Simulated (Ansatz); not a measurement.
P:

```
P
1.0
     1.64774   -5.46504    0.00000
     1.64774    5.46504    0.00000
     0.00000    0.00000    4.54364
P
4
Direct
  0.90414 0.09586 0.58882
  0.09586 0.90414 0.41118
  0.59586 0.40414 0.08882
  0.40414 0.59586 0.91118
```

Base run:

- Program: Ansatz 0.2.0
- Functional: HSE06
- Potentials or basis: Ansatz PAW
- Cutoff: 420 eV (not typed: the program's choice for these potentials)
- k mesh: 5 × 5 × 4
- Occupations: fermi-dirac, width 0.05 eV
- Spin: no spin polarisation

Its results: band gap on the k mesh 1.02 eV, direct; pressure -0.1 GPa; largest force 0.144 eV/Å.

Task: The run is repeated on the same cell with these changes: functional from HSE06 to HSE06 form with a typed share of exact exchange; share of exact exchange from 0.25 to 0. What comes out?

Result: Band gap on the k mesh 0.44 eV, direct; pressure 2.1 GPa; largest force 0.332 eV/Å.

Caveats: odd divisions of the mesh miss points on the zone boundary, where band edges often lie, so the gap on the mesh can be too wide; the PAW data sets come from PBE, with cores solved anew for the run's functional, which leaves a small shift of forces and pressure (some runs); the thresholds are loose for stress (some runs); the PAW data sets were made with another functional, which shifts forces and pressure a little (some runs).

A k mesh can miss the band edges.
